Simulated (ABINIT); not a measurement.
# GaP (F-43m) in ABINIT: settings compared

One crystal, GaP, is run at these levels: LDA, PBE, PBEsol; tasks: single point, relaxation of cell and atoms.

Everything below comes from runs of ABINIT 10.8.3 (patched build). Logs are shortened: lines on timing, memory, paths and dates and some standing lists are left out, and cuts for length are marked. The log counts tension as positive stress, the text compression.

**The experiment to reproduce.**

From “Stacking defects in GaP nanowires: Electronic structure and optical properties”, 2018, arxiv:1810.01194, for a bulk crystal of GaP at 10 K: band gap 2.34 eV (indirect).

The results are compared with them further down.

### Step 1. Starting point

The structure is cubic, space group F-43m (No. 216). Conventional cell: a = 5.451 Å, b = 5.451 Å, c = 5.451 Å, α = 90.00°, β = 90.00°, γ = 90.00°. Around Ga (site symmetry -43m) lie 4 P at 2.36 Å. P (site symmetry -43m) has 4 Ga at 2.36 Å as nearest neighbours.

### Step 2. Single point, LDA

run.abi reads:

```
# Pseudopotentials
pp_dirpath "./"
pseudos "Ga.upf, P.upf"

# Structure
acell 7.2831660764 7.2831660764 7.2831660764
rprim
     0.0000000000     0.7071067812     0.7071067812
     0.7071067812     0.0000000000     0.7071067812
     0.7071067812     0.7071067812     0.0000000000
ntypat 2
znucl 31 15
natom 2
typat 1 2
xred
     0.0000000000     0.0000000000     0.0000000000
     0.7500000000     0.7500000000     0.7500000000

# Plane-wave basis
ecut 36.0

# k points
kptopt 1
ngkpt 6 6 6
nshiftk 1
shiftk 0.0 0.0 0.0

# Exchange and correlation
ixc 7

# Bands and occupations
nband 13
occopt 3
tsmear 0.00183747

# SCF cycle
nstep 100
tolvrs 1.0e-10

# Output
iomode 3
prtwf 0
prtden 0
prteig 0
prtebands 0
prtvol 2
```

Potentials or basis: PseudoDojo NC SR LDA v0.4.1 standard.

The run is started by

```sh
abinit run.abi > log 2>&1
```

run.abo:

```text
.Version 10.8.3 of ABINIT
 Symmetries : space group F-4 3 m (#216); Bravais cF (face-center cubic)
================================================================================
 Values of the parameters that define the memory need of the present run
     intxc =       0    ionmov =       0      iscf =       7    lmnmax =       6
     lnmax =       6     mgfft =      40  mpssoang =       3    mqgrid =    3001
     natom =       2  nloc_mem =       1    nspden =       1   nspinor =       1
    nsppol =       1      nsym =      24    n1xccc =    2501    ntypat =       2
    occopt =       3   xclevel =       1
       mpw =        2838          nfft =       64000          nkpt =          16
================================================================================
================================================================================

--------------------------------------------------------------------------------
------------- Echo of variables that govern the present computation ------------
--------------------------------------------------------------------------------
 -outvars: echo values of preprocessed input variables --------
            acell      7.2831660764E+00  7.2831660764E+00  7.2831660764E+00 Bohr
              amu      6.97230000E+01  3.09737620E+01
             ecut      3.60000000E+01 Hartree
              ixc           7
         kptrlatt        6    0    0      0    6    0      0    0    6
          kptrlen      4.36989965E+01
            natom           2
            nband          13
            ngfft          40      40      40
             nkpt          16
            nstep         100
             nsym          24
           ntypat           2
           occopt           3
           prtden           0
        prtebands           0
           prteig           0
           prtvol           2
            prtwf           0
            rprim      0.0000000000E+00  7.0710678120E-01  7.0710678120E-01
                       7.0710678120E-01  0.0000000000E+00  7.0710678120E-01
                       7.0710678120E-01  7.0710678120E-01  0.0000000000E+00
          spgroup         216
           tolvrs      1.00000000E-10
           tsmear      1.83747000E-03 Hartree
            typat      1  2
           xangst      0.0000000000E+00  0.0000000000E+00  0.0000000000E+00
                       4.0878749973E+00  4.0878749973E+00  4.0878749973E+00
            xcart      0.0000000000E+00  0.0000000000E+00  0.0000000000E+00
                       7.7249641818E+00  7.7249641818E+00  7.7249641818E+00
             xred      0.0000000000E+00  0.0000000000E+00  0.0000000000E+00
                       7.5000000000E-01  7.5000000000E-01  7.5000000000E-01
            znucl       31.00000   15.00000

================================================================================

 chkinp: Checking input parameters for consistency.

================================================================================
== DATASET  1 ==================================================================

--- !DatasetInfo
iteration_state: {dtset: 1, }
dimensions: {natom: 2, nkpt: 16, mband: 13, nsppol: 1, nspinor: 1, nspden: 1, mpw: 2838, }
cutoff_energies: {ecut:  36.0, pawecutdg:  -1.0, }
electrons: {nelect:   1.80000000E+01, charge:   0.00000000E+00, occopt:   3.00000000E+00, tsmear:   1.83747000E-03, }
meta: {optdriver: 0, ionmov: 0, optcell: 0, iscf: 7, paral_kgb: 0, }
...

 Exchange-correlation functional for the present dataset will be:
  LDA: Perdew-Wang 92 LSD fit to Ceperley-Alder data - ixc=7
  J.P.Perdew and Y.Wang, PRB 45, 13244 (1992)

 Real(R)+Recip(G) space primitive vectors, cartesian coordinates (Bohr,Bohr^-1):
 R(1)=  0.0000000  5.1499761  5.1499761  G(1)= -0.0970878  0.0970878  0.0970878
 R(2)=  5.1499761  0.0000000  5.1499761  G(2)=  0.0970878 -0.0970878  0.0970878
 R(3)=  5.1499761  5.1499761  0.0000000  G(3)=  0.0970878  0.0970878 -0.0970878
 Unit cell volume ucvol=  2.7317795E+02 bohr^3
 Angles (23,13,12)=  6.00000000E+01  6.00000000E+01  6.00000000E+01 degrees

 getcut: wavevector=  0.0000  0.0000  0.0000  ngfft=  40  40  40
         ecut(hartree)=     36.000   => boxcut(ratio)=   2.03340

--- Pseudopotential description ------------------------------------------------
- pspini: atom type   1  psp file is ./Ga.upf
12 -1012 2 -1 1858                            pspcod,pspxc,lmax,lloc,mmax
     nproj     2     2     2
[... 90 lines left out ...]
   0.3333  0.1667  0.0000    1  5.70615E-14 kpt; spin; max resid(k); each band:
  1.57E-15 8.57E-16 7.60E-16 5.77E-16 2.23E-16 9.15E-16 6.81E-16 5.41E-16
[... 16 lines left out ...]
  -0.3333  0.3333  0.0000    1  1.41091E-08 kpt; spin; max resid(k); each band:
  1.73E-15 9.21E-16 5.74E-16 5.88E-16 2.09E-16 1.49E-15 4.36E-16 2.15E-16
  3.55E-16 7.06E-16 1.86E-13 2.26E-09 1.41E-08
   0.5000  0.5000  0.0000    1  2.20125E-07 kpt; spin; max resid(k); each band:
  2.00E-15 7.89E-16 3.19E-16 3.17E-16 1.03E-16 1.36E-15 3.45E-16 2.45E-16
  2.50E-16 7.20E-16 7.88E-16 8.32E-12 2.20E-07
   0.5000  0.3333  0.1667    1  5.25800E-10 kpt; spin; max resid(k); each band:
  1.72E-15 8.68E-16 6.37E-16 5.67E-16 2.18E-16 1.20E-15 6.05E-16 2.96E-16
  4.25E-16 8.26E-16 5.59E-16 8.83E-16 5.26E-10
  -0.3333  0.3333  0.1667    1  2.24394E-07 kpt; spin; max resid(k); each band:
  1.80E-15 8.88E-16 4.44E-16 6.56E-16 2.63E-16 1.50E-15 3.87E-16 3.00E-16
  2.91E-16 9.03E-16 4.96E-16 5.67E-13 2.24E-07
  -0.3333  0.5000  0.1667    1  1.89132E-15 kpt; spin; max resid(k); each band:
  1.89E-15 7.74E-16 4.05E-16 6.24E-16 2.74E-16 1.52E-15 3.70E-16 3.78E-16
  5.60E-17 7.69E-16 6.33E-16 7.19E-16 1.33E-15
 reduced coordinates (array xred) for    2 atoms
       0.000000000000      0.000000000000      0.000000000000
       0.750000000000      0.750000000000      0.750000000000
 rms dE/dt=  0.0000E+00; max dE/dt=  0.0000E+00; dE/dt below (all hartree)
    1       0.000000000000      0.000000000000      0.000000000000
    2       0.000000000000      0.000000000000      0.000000000000

 cartesian coordinates (angstrom) at end:
    1      0.00000000000000     0.00000000000000     0.00000000000000
    2      4.08787499729965     4.08787499729965     4.08787499729965

 cartesian forces (hartree/bohr) at end:
    1     -0.00000000000000    -0.00000000000000    -0.00000000000000
    2     -0.00000000000000    -0.00000000000000    -0.00000000000000
 frms,max,avg= 0.0000000E+00 0.0000000E+00   0.000E+00  0.000E+00  0.000E+00 h/b

 cartesian forces (eV/Angstrom) at end:
    1     -0.00000000000000    -0.00000000000000    -0.00000000000000
    2     -0.00000000000000    -0.00000000000000    -0.00000000000000
 frms,max,avg= 0.0000000E+00 0.0000000E+00   0.000E+00  0.000E+00  0.000E+00 e/A
 length scales=  7.283166076400  7.283166076400  7.283166076400 bohr
              =  3.854085508238  3.854085508238  3.854085508238 angstroms
 Fermi (or HOMO) energy (hartree) =   0.18166   Average Vxc (hartree)=  -0.37333
 Eigenvalues (hartree) for nkpt=  16  k points:
 kpt#   1, nband= 13, wtk=  0.00463, kpt=  0.0000  0.0000  0.0000 (reduced coord)
  -0.38506   -0.38506   -0.38506   -0.38145   -0.38145   -0.30513    0.15499    0.15499
   0.15499    0.21382    0.29432    0.29432    0.29432
      occupation numbers for kpt#   1
   2.00000    2.00000    2.00000    2.00000    2.00000    2.00000    2.00000    2.00000
   2.00000    0.00000    0.00000    0.00000    0.00000
 kpt#   2, nband= 13, wtk=  0.03704, kpt=  0.1667  0.0000  0.0000 (reduced coord)
  -0.38585   -0.38478   -0.38478   -0.38147   -0.38147   -0.29205    0.06521    0.14115
   0.14115    0.23745    0.31462    0.31462    0.33439
      occupation numbers for kpt#   2
   2.00000    2.00000    2.00000    2.00000    2.00000    2.00000    2.00000    2.00000
   2.00000    0.00000    0.00000    0.00000    0.00000
 kpt#   3, nband= 13, wtk=  0.03704, kpt=  0.3333  0.0000  0.0000 (reduced coord)
  -0.38723   -0.38433   -0.38433   -0.38135   -0.38135   -0.25706   -0.03892    0.12130
   0.12130    0.21843    0.32861    0.32861    0.42722
      occupation numbers for kpt#   3
   2.00000    2.00000    2.00000    2.00000    2.00000    2.00000    2.00000    2.00000
[... 64 lines left out ...]
      occupation numbers for kpt#  14
   2.00000    2.00000    2.00000    2.00000    2.00000    2.00000    2.00000    2.00000
   2.00000    0.00000    0.00000    0.00000    0.00000
 kpt#  15, nband= 13, wtk=  0.11111, kpt= -0.3333  0.3333  0.1667 (reduced coord)
  -0.38827   -0.38383   -0.38317   -0.38186   -0.38118   -0.20376   -0.08335    0.01754
   0.06288    0.29460    0.31754    0.38404    0.43773
      occupation numbers for kpt#  15
   2.00000    2.00000    2.00000    2.00000    2.00000    2.00000    2.00000    2.00000
   2.00000    0.00000    0.00000    0.00000    0.00000
 kpt#  16, nband= 13, wtk=  0.05556, kpt= -0.3333  0.5000  0.1667 (reduced coord)
  -0.38867   -0.38342   -0.38289   -0.38222   -0.38099   -0.19224   -0.09143    0.02947
   0.03339    0.27821    0.28468    0.42765    0.42863
      occupation numbers for kpt#  16
   2.00000    2.00000    2.00000    2.00000    2.00000    2.00000    2.00000    2.00000
   2.00000    0.00000    0.00000    0.00000    0.00000
 Total charge density [el/Bohr^3]
)     Maximum=    1.8947E+00  at reduced coord.    0.0750    0.9000    0.9750
)Next maximum=    1.8947E+00  at reduced coord.    0.0500    0.9000    0.9750
)     Minimum=    4.1324E-05  at reduced coord.    0.0000    0.0000    0.0000
)Next minimum=    9.8091E-04  at reduced coord.    0.7500    0.7500    0.7500
   Integrated=    1.8000E+01

--- !EnergyTerms
iteration_state     : {dtset: 1, }
comment             : Components of total free energy in Hartree
kinetic             :  6.50676286263364E+01
hartree             :  2.61139111731611E+01
xc                  : -2.26334660884669E+01
Ewald energy        : -4.82388119425263E+01
psp_core            :  2.08317818858187E+00
local_psp           : -6.87721176600060E+01
non_local_psp       : -3.69681401372270E+01
internal            : -8.33478178401468E+01
'-kT*entropy'       : -8.24410726591633E-10
total_energy        : -8.33478178409712E+01
total_energy_eV     : -2.26800966403033E+03
band_energy         : -4.10805309716832E+00
...

 Cartesian components of stress tensor (hartree/bohr^3)
  sigma(1 1)=  1.30782735E-04  sigma(3 2)=  0.00000000E+00
  sigma(2 2)=  1.30782735E-04  sigma(3 1)=  0.00000000E+00
  sigma(3 3)=  1.30782735E-04  sigma(2 1)=  0.00000000E+00

-Cartesian components of stress tensor (GPa)         [Pressure= -3.8478E+00 GPa]
- sigma(1 1)=  3.84776092E+00  sigma(3 2)=  0.00000000E+00
- sigma(2 2)=  3.84776092E+00  sigma(3 1)=  0.00000000E+00
- sigma(3 3)=  3.84776092E+00  sigma(2 1)=  0.00000000E+00

== END DATASET(S) ==============================================================
================================================================================

 -outvars: echo values of variables after computation  --------
            acell      7.2831660764E+00  7.2831660764E+00  7.2831660764E+00 Bohr
           etotal     -8.3347817841E+01
            fcart     -0.0000000000E+00 -0.0000000000E+00 -0.0000000000E+00
                      -0.0000000000E+00 -0.0000000000E+00 -0.0000000000E+00
            rprim      0.0000000000E+00  7.0710678120E-01  7.0710678120E-01
                       7.0710678120E-01  0.0000000000E+00  7.0710678120E-01
                       7.0710678120E-01  7.0710678120E-01  0.0000000000E+00
           strten      1.3078273529E-04  1.3078273529E-04  1.3078273529E-04
                       0.0000000000E+00  0.0000000000E+00  0.0000000000E+00
           xangst      0.0000000000E+00  0.0000000000E+00  0.0000000000E+00
                       4.0878749973E+00  4.0878749973E+00  4.0878749973E+00
             xred      0.0000000000E+00  0.0000000000E+00  0.0000000000E+00
                       7.5000000000E-01  7.5000000000E-01  7.5000000000E-01
 Calculation completed.
```

Wall time 22 s (1 thread of Arm Neoverse V1, shared host); peak memory 0.07 GiB.

Results:

* Free energy: -2268.0097 eV
* Band gap on the k mesh: 1.50 eV, indirect (least direct gap 1.60 eV)
* Valence electrons inside the program's atomic spheres: Ga 10.85; P 2.78

Caveat: the cutoff is too short for stress, so the log's stress isn't used.

### Step 3. Single point, PBE

run.abi reads:

```
# Pseudopotentials
pp_dirpath "./"
pseudos "Ga.upf, P.upf"

# Structure
acell 3*1.0 Angstrom
rprim
     0.0000000000     2.7252500000     2.7252500000
     2.7252500000     0.0000000000     2.7252500000
     2.7252500000     2.7252500000     0.0000000000
ntypat 2
znucl 31 15
natom 2
typat 1 2
xred
     0.0000000000     0.0000000000     0.0000000000
     0.7500000000     0.7500000000     0.7500000000

# Plane-wave basis
ecut 979.609905 eV

# k points
kptopt 1
ngkpt 6 6 6
nshiftk 1
shiftk 0.0 0.0 0.0

# Exchange and correlation
ixc 11

# Bands and occupations
nband 13
occopt 3
tsmear 0.05 eV

# SCF cycle
nstep 100
tolvrs 1.0e-10

# Output
iomode 3
prtwf 0
prteig 0
prtebands 0
prtden 1
prtvha 1
prtvclmb 1
prtpot 1
prtelf 1
```

Potentials or basis: PseudoDojo NC SR PBE v0.4.1 standard.

The run is started by

```sh
abinit run.abi > log 2>&1
```

It took 22 s on 1 thread of Arm Neoverse V1, shared host; peak memory 0.08 GiB.

Results (log left out):

```
Free energy                                           : -2270.1819 eV
Band gap on the k mesh                                : 1.65 eV, indirect (least direct gap 1.82 eV)
Valence electrons inside the program's atomic spheres : Ga 10.83; P 2.79
```

Levels at points of the mesh, in eV from the valence-band top:
```
           k point  band 5  band 6  band 7  band 8  band 9  band 10  band 11  band 12  band 13
(0.00, 0.00, 0.00)  -14.48  -12.49    0.00    0.00    0.00     1.82     3.89     3.89     3.89
(0.50, 0.00, 0.00)  -14.47  -10.43   -6.63   -1.12   -1.12     1.67     4.72     4.72     8.29
(0.50, 0.50, 0.00)  -14.45   -9.53   -6.75   -2.68   -2.68     1.65     1.82    10.57    10.57
```

Caveat: the cutoff is too short for stress, so the log's stress isn't used.

### Step 4. Single point, PBEsol

run.abi reads:

```
pp_dirpath "./"
pseudos "Ga.upf, P.upf"

acell 3*1.0
rprim
     0.0000000000     5.1499761211     5.1499761211
     5.1499761211     0.0000000000     5.1499761211
     5.1499761211     5.1499761211     0.0000000000
ntypat 2
znucl 31 15
natom 2
typat 1 2
xred
     0.0000000000     0.0000000000     0.0000000000
     0.7500000000     0.7500000000     0.7500000000

ecut 36.0

kptopt 1
ngkpt 6 6 6
nshiftk 1
shiftk 0.0 0.0 0.0

ixc -116133

nband 13
occopt 3
tsmear 0.05 eV

nstep 100
tolvrs 1.0e-10

iomode 3
prtwf 0
prteig 0
prtebands 0
prtden 1
prtvha 1
prtvclmb 1
prtpot 1
prtelf 1
```

Potentials or basis: PseudoDojo NC SR PBEsol v0.4.1 standard.

The run is started by

```sh
abinit run.abi > log 2>&1
```

Wall time 17 s (1 thread of Arm Neoverse V2, shared host); peak memory 0.08 GiB.

Results (log left out):

```yaml
Free_energy: -2266.7406 eV
Pressure: -1.4 GPa
Band_gap_on_the_k_mesh: 1.51 eV, indirect (least direct gap 1.73 eV)
Valence_electrons_inside_the_program's_atomic_spheres: Ga 10.83; P 2.77
```

Levels at points of the mesh, in eV from the valence-band top:
```tsv
k point	band 5	band 6	band 7	band 8	band 9	band 10	band 11	band 12	band 13
(0.00, 0.00, 0.00)	-14.48	-12.52	0.00	0.00	0.00	1.73	3.82	3.82	3.82
(0.50, 0.00, 0.00)	-14.48	-10.44	-6.69	-1.13	-1.13	1.58	4.64	4.64	8.09
(0.50, 0.50, 0.00)	-14.46	-9.53	-6.81	-2.71	-2.71	1.51	1.71	10.52	10.52
```

[end of part 1 of 2]
